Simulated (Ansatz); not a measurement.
# ScSi11O24: the cost of one run

Computed with Ansatz 0.2.0 (DFT, PBE, plane-wave PAW, default files, scalar-relativistic, as far as a step names no other, unless a step's input says otherwise).

## (1) The structure to begin with

Symmetry: P1, No. 1, triclinic system. The conventional cell has a = 7.309 Å, b = 7.309 Å, c = 9.833 Å, α = 109.65°, β = 109.65°, γ = 95.46°. Sc (site symmetry 1) has 4 O at 1.61 Å as nearest neighbours. Around Si (site symmetry 1) lie 4 O at 1.61 Å. Only part of the 36 independent sites is listed.

As a file:

```cif
data_structure
_symmetry_space_group_name_H-M 'P1'
_symmetry_Int_Tables_number 1
_cell_length_a 7.3090
_cell_length_b 7.3090
_cell_length_c 9.8327
_cell_angle_alpha 109.653
_cell_angle_beta 109.653
_cell_angle_gamma 95.457
_cell_volume 452.84
loop_
_atom_site_label
_atom_site_type_symbol
_atom_site_symmetry_multiplicity
_atom_site_Wyckoff_symbol
_atom_site_fract_x
_atom_site_fract_y
_atom_site_fract_z
_atom_site_occupancy
Sc1 Sc 1 a 0.90153 0.56820 0.23487 1
Si1 Si 1 a 0.40153 0.06820 0.23486 1
Si2 Si 1 a 0.90153 0.56820 0.73486 1
Si3 Si 1 a 0.40153 0.06820 0.73486 1
Si4 Si 1 a 0.83333 0.16667 0.76513 1
Si5 Si 1 a 0.33333 0.66667 0.76513 1
Si6 Si 1 a 0.83333 0.16667 0.26513 1
Si7 Si 1 a 0.33333 0.66667 0.26513 1
Si8 Si 1 a 0.26514 0.26513 0.00000 1
Si9 Si 1 a 0.76513 0.76513 0.00000 1
Si10 Si 1 a 0.26513 0.26513 0.50000 1
Si11 Si 1 a 0.76513 0.76513 0.50000 1
O1 O 1 a 0.81398 0.59956 0.07298 1
O2 O 1 a 0.31398 0.09956 0.07298 1
O3 O 1 a 0.81398 0.59956 0.57298 1
O4 O 1 a 0.31398 0.09956 0.57298 1
O5 O 1 a 0.14009 0.59233 0.29323 1
O6 O 1 a 0.64009 0.09233 0.29323 1
O7 O 1 a 0.14009 0.59233 0.79323 1
O8 O 1 a 0.64009 0.09233 0.79323 1
O9 O 1 a 0.36756 0.48648 0.13379 1
O10 O 1 a 0.86756 0.98648 0.13379 1
O11 O 1 a 0.36756 0.48648 0.63379 1
O12 O 1 a 0.86756 0.98648 0.63379 1
O13 O 1 a 0.02658 0.24100 0.92702 1
O14 O 1 a 0.52658 0.74100 0.92702 1
O15 O 1 a 0.02658 0.24100 0.42702 1
O16 O 1 a 0.52658 0.74100 0.42702 1
O17 O 1 a 0.79910 0.34686 0.70677 1
O18 O 1 a 0.29910 0.84686 0.70677 1
O19 O 1 a 0.79910 0.34686 0.20677 1
O20 O 1 a 0.29910 0.84686 0.20677 1
O21 O 1 a 0.85269 0.73377 0.86621 1
O22 O 1 a 0.35269 0.23377 0.86621 1
O23 O 1 a 0.85269 0.73377 0.36621 1
O24 O 1 a 0.35269 0.23377 0.36621 1
```

Atom 1 of the input is the impurity.

## (2) Single point at the given positions

File input.yaml:

```yaml
crystal:
  lattice:
    - [-7.37454, 4.2576926541, 5.4084]
    - [7.37454, -4.2576926541, 5.4084]
    - [2.45818, 4.2576926541, -5.4084]
  atoms:
    - { symbol: Sc, position: [0.3333333334, 0.5681983334, 0.234865] }
    - { symbol: Si, position: [0.8333333334, 0.0681983334, 0.234865] }
    - { symbol: Si, position: [0.8333333334, 0.5681983334, 0.734865] }
    - { symbol: Si, position: [0.3333333334, 0.0681983334, 0.734865] }
    - { symbol: Si, position: [0.4015316666, 0.1666666666, 0.234865] }
    - { symbol: Si, position: [0.9015316666, 0.6666666666, 0.234865] }
    - { symbol: Si, position: [0.9015316666, 0.1666666666, 0.734865] }
    - { symbol: Si, position: [0.4015316666, 0.6666666666, 0.734865] }
    - { symbol: Si, position: [0.265135, 0.265135, 0.53027] }
    - { symbol: Si, position: [0.765135, 0.765135, 0.53027] }
    - { symbol: Si, position: [0.765135, 0.265135, 0.03027] }
    - { symbol: Si, position: [0.265135, 0.765135, 0.03027] }
    - { symbol: O, position: [0.52658, 0.59956, 0.34056] }
    - { symbol: O, position: [0.02658, 0.09956, 0.34056] }
    - { symbol: O, position: [0.02658, 0.59956, 0.84056] }
    - { symbol: O, position: [0.52658, 0.09956, 0.84056] }
    - { symbol: O, position: [0.2991033334, 0.5923333334, 0.43919] }
    - { symbol: O, position: [0.7991033333, 0.0923333334, 0.43919] }
    - { symbol: O, position: [0.7991033333, 0.5923333334, 0.93919] }
    - { symbol: O, position: [0.2991033334, 0.0923333334, 0.93919] }
    - { symbol: O, position: [0.3526866666, 0.4864766666, 0.72025] }
    - { symbol: O, position: [0.8526866666, 0.9864766666, 0.72025] }
    - { symbol: O, position: [0.8526866666, 0.4864766666, 0.22025] }
    - { symbol: O, position: [0.3526866666, 0.9864766666, 0.22025] }
    - { symbol: O, position: [0.31398, 0.241, 0.34056] }
    - { symbol: O, position: [0.81398, 0.741, 0.34056] }
    - { symbol: O, position: [0.81398, 0.241, 0.84056] }
    - { symbol: O, position: [0.31398, 0.741, 0.84056] }
    - { symbol: O, position: [0.6400866666, 0.3468566666, 0.43919] }
    - { symbol: O, position: [0.1400866666, 0.8468566666, 0.43919] }
    - { symbol: O, position: [0.1400866666, 0.3468566666, 0.93919] }
    - { symbol: O, position: [0.6400866666, 0.8468566666, 0.93919] }
    - { symbol: O, position: [0.8675633334, 0.7337733333, 0.72025] }
    - { symbol: O, position: [0.3675633334, 0.2337733334, 0.72025] }
    - { symbol: O, position: [0.3675633334, 0.7337733333, 0.22025] }
    - { symbol: O, position: [0.8675633334, 0.2337733334, 0.22025] }
total_charge: -1
kpoints:
  mp_grid: { grid: [3, 3, 4] }
scf:
  occupations: { method: fermi_dirac, width: 0.01 }
hamiltonian:
  xc: pbe
  pseudopotentials: { kind: paw }
output:
  forces: true
  stress: true
  populations: true
  efg:
    quadrupole_moments_barn: { Sc: -0.22, O: -0.02558 }
    contact_densities: true
  write_density: true
  write_potential: true
  elf: true
  volumetric_format: npy
```

Launch:

```
ansatz run input.yaml --threads 1 --pin off --max-ram 3072MiB --backend cpu --events-out ev --progress --plain --runs-dir out
```

Q: Estimate wall time and peak memory on 1 thread of Arm Neoverse V2, shared host.

About 4 min, with a peak of 1.3 GiB.
